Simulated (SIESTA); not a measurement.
Runs of SIESTA 5.4.2 on Ba3Te4. The cell holds a slab with vacuum, 7 atoms: a = 4.822 Å, b = 4.822 Å, c = 26.813 Å, α = 90.00°, β = 90.00°, γ = 120.00°. 

```tsv
potentials or basis	gap on the mesh (eV)	largest force (eV/Å)
SG15 1.2 (PBE files) or PseudoDojo by element, DZP (energy shift 0.003 Ry; two zetas on semicore shells; d shell added on Ba)	none	0.36
SPMS 1.0 (PBE files) or PseudoDojo by element, DZP (energy shift 0.003 Ry; two zetas on semicore shells; d shell added on Ba)	none	0.35
Ansatz NC with PseudoDojo 0.4 standard (PBE files), DZP (energy shift 0.003 Ry; two zetas on semicore shells; d shell added on Ba)	none	0.36
PseudoDojo 0.4 stringent (PBE files), DZP (energy shift 0.003 Ry; two zetas on semicore shells; d shell added on Ba)	none	(a)
PseudoDojo 0.4 standard (PBE files), DZP (energy shift 0.003 Ry; two zetas on semicore shells; d shell added on Ba)	none	0.36
```

Alike in all rows: task single point; level PBE; no spin polarisation; cell as given; k mesh 7 × 7 × 1; smearing fermi-dirac 0.05 eV; grid cutoff 500 Ry; energy shift 0.003 Ry.

Question: Fill in the values left out.

Answer: (a) 0.39.

Caveats: the basis of atomic orbitals isn't converged, which shifts pressures, moduli and gaps; the valence orbitals were made in a potential fitted to the semicore shell under them, which widens gaps by tenths of an eV or more (some runs).

A k mesh can miss the band edges, and the runs leave out spin-orbit coupling on Ba, Te.

A gap of «none» marks a metal or a gap under the smearing width.

The runs don't all hold the same shells in valence.
